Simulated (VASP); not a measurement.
Wanted: the native input for a VASP 6.6.1 run.

- Task: relaxation of cell and atoms
- Functional: PBEsol
- Potentials or basis: VASP PAW PBE potentials, release 64 (Bi_d)
- Cutoff: 600 eV
- k mesh: 16 × 16 × 16
- Occupations: gaussian, width 0.3 eV
- Spin: no spin polarisation
- Target pressure: 10.1 GPa
- Dipole correction: no
- Further INCAR settings: ALGO = Normal; EDIFF = 1e-07; IBRION = 2; EDIFFG = -0.002; NSW = 100; ISIF = 3
- Target pressure: 10.1 GPa

The structure of Bi lies in POSCAR:

```
Bi
1.0
   -1.8775737502      1.8775737502      1.8775737502
    1.8775737502     -1.8775737502      1.8775737502
    1.8775737502      1.8775737502     -1.8775737502
Bi
1
Direct
    0.0000000000      0.0000000000      0.0000000000
```

This isn't the form of Bi at room conditions, which is rhombohedral.

The input as run:

INCAR

```
SYSTEM = Bi
PREC = Accurate
ENCUT = 600
EDIFF = 1E-7
ISMEAR = 0
SIGMA = 0.3
LREAL = .FALSE.
LASPH = .TRUE.
NELM = 100
ALGO = Normal
ISIF = 3
LWAVE = .FALSE.
LCHARG = .FALSE.
GGA = PS
IBRION = 2
NSW = 100
EDIFFG = -0.002
PSTRESS = 101.0
```

KPOINTS

```
regular mesh
0
G
  16 16 16
  0 0 0
```

Potentials or basis: VASP PAW PBE potentials, release 64 (Bi_d).

The run is started by

```sh
$ cat potpaw_PBE.64/Bi_d/POTCAR > POTCAR
$ mpirun -np 1 vasp_std > vasp.out
```

It gave:

```json
{
  "Pressure after relaxing": "10.1 GPa",
  "Band gap on the k mesh": "none (metal or under the smearing width)"
}
```

Caveat: the relaxation stopped at its first step, so nothing moved; the cell is relaxed towards a set pressure, so the enthalpy falls and the energy may rise; the PAW data sets were made with another functional, which shifts forces and pressure a little; spin-orbit coupling is left out, which moves the levels of the heavy elements.

Run time: 18 s on 1 thread of Intel(R) Xeon(R) 6975P-C (Granite Rapids), with other jobs on the host, peak memory 0.19 GiB.
